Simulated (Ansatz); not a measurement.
# SnO (P4/nmm) at 3 levels of theory

One geometry, relaxed with PBE; plane waves with PAW potentials in Ansatz, scalar-relativistic. No spin polarisation. Gaps are the least over mesh and band path; pressure is positive in compression, and isn't given for hybrids.

```
CELL_PARAMETERS angstrom
3.86776 0.00000 0.00000
0.00000 3.86776 0.00000
0.00000 0.00000 5.06998
ATOMIC_POSITIONS crystal
Sn 0.00000 0.50000 0.22871
Sn 0.50000 0.00000 0.77129
O 0.00000 0.00000 0.00000
O 0.50000 0.50000 0.00000
```

| level | cutoff (eV) | k mesh | gap (eV) | pressure (GPa) |
| --- | --- | --- | --- | --- |
| PBE | 420 | 10×10×8 | 0.49 | 0.0 |

What comes out on the same cell with r2SCAN, HSE06?

```json
{"level": "r2SCAN", "cutoff (eV)": "500", "k mesh": "10×10×8", "gap (eV)": "0.67", "pressure (GPa)": "-3.8"}
{"level": "HSE06", "cutoff (eV)": "420", "k mesh": "6×6×4", "gap (eV)": "0.95", "pressure (GPa)": "-"}
```

The cell holds layers, chains or molecules and no dispersion correction was added, so their binding is poorly described.

It was relaxed from a cell as deposited in COD.
